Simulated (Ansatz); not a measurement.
# Convergence of ε∞ with the k mesh in zinc-blende GaP, LDA linear response

A quarter-wave layer of gallium phosphide for an infrared mirror at 4000 nm has the thickness λ/(4n), and the refractive index n follows from the electronic dielectric constant ε∞. My brief is that the k mesh may put an error of at most 1 % into ε∞, which is half a percent in n and in the thickness. Among the meshes that meet this I take the coarsest.

I calculate ε∞ in LDA at one fixed cell, on seven meshes from 4×4×4 to 16×16×16, and measure each against 10.633, the result of the same calculation on 20×20×20. The shortfall is therefore a mesh error and not a distance from experiment. ε∞ comes up from below, its error shrinks about 2.4-fold for every two added divisions, and 12×12×12 is the first mesh within 1 %.

## Method

One crystal, GaP (zinc-blende) (known phase), relaxed once; then the k mesh alone was changed at fixed cell. The structures stem from measured cells of the Crystallography Open Database, directly or through a relaxation at another level; cell and atoms were relaxed at zero pressure once for all rows, on the 8×8×8 mesh, inside the symmetry of the start, with no thermal or zero-point expansion. Program: Ansatz 0.2.0, plane waves, LDA, the program's earlier default PAW potentials, scalar-relativistic without spin-orbit coupling, no spin polarisation. Wave-function cutoff 420 eV (the default for the potentials of each cell); on the k meshes (Γ-centred) the least product of divisions and cell-vector length runs from 15 to 76 Å, relaxations included. Residual pressures at rest stay under 0.01 GPa. Occupations: fixed. Harmonic modes at natural masses come from linear response (density functional perturbation theory), with the acoustic sum rule imposed. ε∞ comes from the response to a homogeneous electric field. Times are rough, from shared x86 server processors. The tabled runs alone: cutoff 420 eV, k length 15 to 61 Å. Warnings of the programs on runs behind the rows: field response mesh resolution (5 rows).

Notes on method and selection:

- In a crystal with a gap, sums over a regular mesh converge exponentially, more slowly the smaller the direct gap; from which side depends on how the field is represented on the mesh.
- The densest mesh need not be converged, which bends the last points down.
- Runs that did not converge, have known faults or may not be shown are not listed, and runs on Ansatz's PAW sets soft_1 and soft_2 are kept to separate tables.

Columns:

- k-mesh length (Å): k-mesh length, the least over the axes of divisions times cell-vector length.
- direct gap (eV): least direct Kohn-Sham gap on the mesh.
- shortfall of ε∞: shortfall of ε∞ against its value 10.633 on the densest mesh run (20×20×20).
- ε∞: electronic dielectric constant ε∞, a third of the trace.
- highest mode (cm⁻¹): highest zone-centre mode, no LO-TO term.
- cost (core-s): processor time, shared machines, rough.

Input lines of one member:

```
kpoints:
  mp_grid: { grid: [16, 16, 16] }
hamiltonian:
  xc: lda
  pseudopotentials: { kind: paw, azcp: { folder: soft_1 }, xc_functional: pbe }
scf:
  occupations: { method: fixed }
output:
  eigenvalues: true
phonons:
  method: dfpt
  dielectric: true
  rigid_motions: translations
  field_mesh: kpoints
```

Command (options for logging and memory left out): `ansatz run input.yaml --threads 4 --backend cpu`

## Data

| member | k-mesh length (Å) | direct gap (eV) | shortfall of ε∞ | ε∞ | highest mode (cm⁻¹) | cost (core-s) |
| --- | --- | --- | --- | --- | --- | --- |
| k 4×4×4 | 15.2 | 1.87 | 1.964 | 8.670 | 367.7 | 5 |
| k 6×6×6 | 22.9 | 1.88 | 0.833 | 9.800 | 365.4 | 10 |
| k 8×8×8 | 30.5 | 1.88 | 0.345 | 10.289 | 365.1 | 19 |
| k 10×10×10 | 38.1 | 1.88 | 0.143 | 10.490 | 365.0 | 34 |
| k 12×12×12 | 45.7 | 1.88 | 0.060 | 10.574 | 365.0 | 56 |
| k 14×14×14 | 53.4 | 1.88 | 0.025 | 10.609 | 365.0 | 87 |
| k 16×16×16 | 61.0 | 1.88 | 0.010 | 10.624 | 365.0 | 130 |

## Mechanism

The shortfall drops from 1.964 on 4×4×4 to 0.010 on 16×16×16, and every row lies below the reference. Successive ratios are 2.36, 2.41, 2.41, 2.38, 2.4 and 2.5. A steady ratio for equal steps in length means an exponential, Δ ∝ exp(−L/ℓ), where L is the k-mesh length. From the first and the sixth row, ℓ = (53.4 − 15.2) / ln(1.964 / 0.025) = 8.8 Å, so about 20 Å of extra length removes a factor of ten.

A power law would give the same gain at each doubling of the mesh. Instead the gain grows: 1.964 / 0.345 = 5.7 from 4 to 8 divisions, 0.833 / 0.060 = 14 from 6 to 12, and 0.345 / 0.010 = 35 from 8 to 16.

The reason lies in the short range of electronic response in an insulator. A mesh of N divisions treats the crystal as a ring of N cells along each axis. What the ring cuts off decays exponentially with its length, and theory makes that decay slower when the direct gap is smaller. One crystal cannot test the dependence on the gap.

The side of approach depends on how the field is represented on the mesh. A possible reading of the sign here is that a short ring loses the long-range part of the electronic displacement, which makes the polarisation, and with it ε∞, too small.

A drifting gap is not the cause. The direct gap stays at 1.88 eV from 6×6×6 onward, while ε∞ still climbs by 10.624 − 9.800 = 0.824. The highest mode also settles much sooner: on 8×8×8 it is about 0.1 cm⁻¹ from its final value, when ε∞ is still 100 × 0.345 / 10.633 = 3.2 % short.

## Residuals

I find no row off the exponential. The last ratio, 2.5, looks high. Rounding of 0.025 and 0.010 allows anything from 2.3 to 2.7, and a reference that is not fully converged pushes this ratio up as well.

The reference has a small shortfall of its own. If the factor of 2.4 continues to 20×20×20, that shortfall is 0.010 / (2.4 × 2.4 − 1) = 0.002, too little to matter at the 1 % level. It is missing from every tabled shortfall alike, so it weighs most on the smallest one and raises the last ratio. I therefore don't read the 2.5 as faster convergence on the dense meshes.

The program warned about the mesh resolution of the field response on the five meshes up to 12×12×12. These rows share one curve with the two unwarned ones, so I read the warning as a sign of a finite, regular error and not of a failed run. The 4×4×4 row deserves the least trust, because its highest mode is also 2.7 cm⁻¹ above the settled value.

## Price of accuracy

Going from 8×8×8 to 12×12×12 raises the cost from 19 to 56 core-seconds and cuts the error from 3.2 % to 100 × 0.060 / 10.633 = 0.56 %. Going on to 16×16×16 takes 130 core-seconds and leaves 0.09 %. Doubling the divisions from 8 to 16 multiplies the time by about 7, close to the eightfold number of mesh points, while the error falls 35-fold. Cost grows as a power of the mesh and the error falls exponentially, so extra accuracy is cheap here.

For a two-atom cell even the densest row takes little over two core-minutes, and I would simply run 14×14×14 when no reference exists. The saving from 12×12×12 matters only when many such calculations are queued.

## Selection

Relative to 10.633, the shortfalls from the coarsest mesh to the densest are 18, 7.8, 3.2, 1.3, 0.56, 0.24 and 0.09 %. The limit of 1 % is 0.106 in ε∞, which excludes 10×10×10 with 0.143 and admits 12×12×12 with 0.060.

For the layer I use n = √ε∞ and d = λ/(4n) with λ = 4000 nm. This wavelength corresponds to 10000000 / 4000 = 2500 cm⁻¹, far above the highest mode, and, with hc = 1240 eV nm, to a photon energy of 1240 / 4000 = 0.31 eV, far below the direct gap, so ε∞ is the appropriate constant.

- Reference: d = 4000 / (4 × √10.633) = 306.7 nm.
- 12×12×12: d = 4000 / (4 × √10.574) = 307.5 nm, too thick by just under 1 nm.
- 10×10×10: d = 4000 / (4 × √10.490) = 308.8 nm, too thick by 2.1 nm, where half a percent allows 0.005 × 306.7 = 1.5 nm.

My pick is 12×12×12, a k length of 45.7 Å, and the runner-up is 14×14×14. Tightening the limit to 0.5 %, or 0.005 × 10.633 = 0.053 in ε∞, would reverse them. The residual error of the reference would not.

LDA usually makes ε∞ of such semiconductors too large, which would make the true layer thicker than the converged LDA one. How much thicker I cannot say, because the table holds no measured ε∞. Each percent of excess in ε∞ costs about half a percent in thickness, 0.005 × 306.7 = 1.5 nm, and no denser mesh removes it. The input also combines LDA with potentials made for PBE, an offset whose size is not shown in the table. The 1 % limit therefore covers the mesh alone, and for a real layer n should come from a measurement.

Without a dense run, three equally spaced meshes give an estimate of the limit. For an exponential approach each further gain is smaller by the same factor a/b, where a and b are the two successive gains, so the remainder after the third mesh is a geometric series with the sum b / (a/b − 1). For 4, 6 and 8 divisions the gains are 9.800 − 8.670 = 1.130 and 10.289 − 9.800 = 0.489, the remainder is 0.489 / (1.130 / 0.489 − 1) = 0.373, and the estimate is 10.289 + 0.373 = 10.662. The four later triples all land within 0.003 of the reference. The mean miss over all five is 0.007, whereas taking the third mesh as it stands would miss by (0.345 + 0.143 + 0.060 + 0.025 + 0.010) / 5 = 0.117 on average.

## What to take away

Between 15 and 61 Å the mesh error of ε∞ in this crystal is a clean exponential, and a length of about 46 Å brings it under 1 %. A crystal with a smaller direct gap should need a longer one.

I know of no omitted effect that surely exceeds the whole spread of the table, 10.624 − 8.670 = 1.954. Exchange and correlation beyond LDA should lower ε∞, by an amount that a series in the k mesh cannot give. A coarse mesh also lowers ε∞, so an unconverged LDA value can look closer to experiment than the converged one. Such agreement is a cancellation of two errors.

[Logs are printed without paths, hosts, clocks, repeated set-up lines and the standing remarks that a program may print on its own settings, such as how far it seeks lower states.]
